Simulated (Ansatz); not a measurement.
The system is Zr.

```
Zr
1.0
     3.23200    0.00000    0.00000
    -1.61600    2.79899    0.00000
     0.00000    0.00000    5.14700
Zr
2
Direct
  0.66667 0.33333 0.75000
  0.33333 0.66667 0.25000
```

Base run:

```yaml
Program: Ansatz 0.2.0
Functional: LDA
Potentials_or_basis: all-electron LAPW, scalar-relativistic
Cutoff: 174 eV (chosen from the basis error)
Basis_error_allowed: 0.001 eV/atom
k_mesh: 9 × 9 × 5
Occupations: fermi-dirac, width 0.05 eV
Spin: no spin polarisation
```

Its results: pressure -6.1 GPa.

Task: The run is repeated on the same cell with these changes: functional from LDA to PBE; occupations from fermi-dirac, width 0.05 eV to gaussian, width 0.024 eV. What comes out?

Result: Pressure 0.6 GPa.
